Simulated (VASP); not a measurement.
# Sn: equation of state with LDA

Crystal: Sn.

```
Sn
1.0
    -1.99678    1.99678    1.61069
     1.99678   -1.99678    1.61069
     1.99678    1.99678   -1.61069
Sn
1
Direct
  0.00000 0.00000 0.00000
```

This isn't the form of Sn at room conditions, which is tetragonal (white tin).

```json
{"Program": "VASP 6.6.1", "Task": "equation of state", "Functional": "LDA", "Potentials or basis": "VASP PAW LDA potentials, release 64 (Sn_d)", "Cutoff": "520 eV", "k mesh": "8 × 8 × 8", "Occupations": "fermi-dirac, width 0.05 eV", "Spin": "no spin polarisation"}
```

* Equilibrium volume: 25.69 Å³/atom
* Bulk modulus at fixed shape and positions: 58 GPa
* Pressure derivative of the bulk modulus: 4.1 (rough: it moves with the points fitted)

Energy against volume, from the lowest point:
```
volume (Å³/atom)  energy (meV/atom)
          24.661               8.01
          25.174               1.93
          25.688               0.00
          26.202               1.81
          26.716               7.01
```

All runs of the series together: 50 s on 1 thread of Intel(R) Xeon(R) Platinum 8259CL CPU @ 2.50GHz (Skylake/Cascade Lake), on a shared host.

Caveat: the cell was scaled at fixed shape and fractional positions, which overstates the stiffness of a crystal with free parameters, most of all of layers and chains.
